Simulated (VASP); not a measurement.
A run of VASP 6.6.1 is set up as follows.

INCAR

```
PREC = Accurate ; ENCUT = 600
EDIFF = 1E-6 ; ISMEAR = 1
SIGMA = 0.1 ; LREAL = F
LASPH = T ; NELM = 80
ALGO = Normal ; ISIF = 3
LWAVE = F ; LCHARG = F
GGA = PS ; IBRION = 2
NSW = 90 ; EDIFFG = -0.01
KPAR = 4
```

The input KPOINTS:

```
regular mesh
0
Gamma
  9 9 6
```

File POSCAR:

```
NbSi2
1.0
    4.8190000000      0.0000000000      0.0000000000
   -2.4095000000      4.1733764208      0.0000000000
    0.0000000000      0.0000000000      6.5920000000
Nb Si
3 6
Direct
    0.5000000000      0.0000000000      0.5000000000
    0.5000000000      0.5000000000      0.8333333333
    0.0000000000      0.5000000000      0.1666666667
    0.1599000000      0.3198000000      0.5000000000
    0.8401000000      0.1599000000      0.8333333333
    0.6802000000      0.8401000000      0.1666666667
    0.8401000000      0.6802000000      0.5000000000
    0.1599000000      0.8401000000      0.8333333333
    0.3198000000      0.1599000000      0.1666666667
```

Potentials or basis: VASP PAW PBE potentials, release 64 (Nb_sv, Si).

The run is started by

```console
$ cat potpaw_PBE.64/Nb_sv/POTCAR potpaw_PBE.64/Si/POTCAR > POTCAR
$ mpirun -np 4 vasp_std > vasp.out
```

Predict the relaxed volume.

14.38 Å³/atom.

Predict the relaxed cell.

a = 4.768 Å, b = 4.768 Å, c = 6.573 Å, α = 90.00°, β = 90.00°, γ = 120.00°.

Estimate the band gap on the k mesh.

none (metal or under the smearing width).

What does it give for the space group after relaxing (to 0.05 Å)?

P6_222 (No. 180).

Stress tensor (GPa, compression positive):
```
 0.02  0.00  0.00
 0.00  0.02  0.00
 0.00  0.00 -0.08
```

Caveat: the PAW data sets were made with another functional, which shifts forces and pressure a little.
